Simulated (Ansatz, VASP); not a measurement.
**ZnS in VASP and in Ansatz**

```
Zn S
1.0
     3.82120    0.00000    0.00000
     1.91060    3.30926    0.00000
     1.91060    1.10309    3.12000
Zn S
1 1
Direct
  0.25000 0.25000 0.25000
  0.00000 0.00000 0.00000
```

Alike in both runs: task relaxation of cell and atoms; functional r2SCAN; k mesh 6 × 6 × 6; occupations fermi-dirac, width 0.05 eV; no spin polarisation.

```csv
,VASP,Ansatz
version,VASP 6.6.1,Ansatz 0.2.0
potentials or method,"VASP PAW PBE potentials, release 64 (Zn, S)","plane waves, PAW"
plane-wave cutoff (eV),600,500
valence electrons in the cell,18,18
```

|  | VASP | Ansatz | Ansatz less VASP |
| --- | --- | --- | --- |
| relaxed volume (Å³/atom) | 19.58 | 19.57 | -0.012 |
| relaxed cell length with the largest relative difference (Å) | 3.812 | 3.811 | -0.0008 |

Caveats: the PAW data sets were made with another functional, which shifts forces and pressure a little (VASP). r2SCAN opens gaps a little over a GGA but as a rule still falls short of measured ones.
